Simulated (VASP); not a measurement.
For cubic CsCl (space group Pm-3m), PBEsol GGA, VASP's PBE PAW potentials (set 64) (VASP) gives ε∞ = 2.97, a static ε₀ = 8.28 and a transverse optical mode at 94 cm⁻¹.

Estimate the longitudinal optical frequency at Γ.

By the Lyddane-Sachs-Teller relation, ω_LO = ω_TO √(ε₀/ε∞) = 94 × √(8.28/2.97) = 157 cm⁻¹.

The structure comes from a measured CsCl entry (Pm-3m) of the Crystallography Open Database, whose conditions weren't checked. It was relaxed first.
